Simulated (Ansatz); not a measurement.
ZnCu:

```
Zn Cu
1.0
     2.94500    0.00000    0.00000
     0.00000    2.94500    0.00000
     0.00000    0.00000    2.94500
Zn Cu
1 1
Cartesian
  1.4725 1.4725 1.4725
  0.0000 0.0000 0.0000
```

```yaml
Program: Ansatz 0.2.0
Task: relaxation of cell and atoms
Functional: revPBE
Potentials_or_basis: Ansatz PAW
Cutoff: "420 eV (not typed: the program's choice for these potentials)"
k_mesh: 9 × 9 × 9
Occupations: fermi-dirac, width 0.05 eV
Spin: no spin polarisation
```

At the start: volume 12.77 Å³/atom.

Q: How do energy, volume and symmetry change on relaxing?

A: It ends after 5 steps and the volume is 13.41 Å³/atom (+5.0 %); space group Pm-3m (No. 221, to 0.05 Å).

Step by step:
| step | energy change (eV) | largest force (eV/Å) | volume (Å³) |
| --- | --- | --- | --- |
| 1 | 0.0000 | 0.0000 | 25.54 |
| 2 | -0.0166 | 0.0000 | 26.25 |
| 3 | -0.0201 | 0.0000 | 26.77 |
| 4 | -0.0201 | 0.0000 | 26.82 |
| 5 | -0.0213 | 0.0000 | 26.82 |

Final structure:
```xyz
2
Lattice="2.9932 0.0000 0.0000 0.0000 2.9932 0.0000 0.0000 0.0000 2.9932" Properties=species:S:1:pos:R:3 pbc="T T T"
Zn    1.4966    1.4966    1.4966
Cu    0.0000    0.0000    0.0000
```

Caveat: the plane-wave basis is chosen anew once the cell has moved, so the energies of steps on either side of that aren't comparable; the PAW data sets come from PBE, with cores solved anew for the run's functional, which leaves a small shift of forces and pressure.
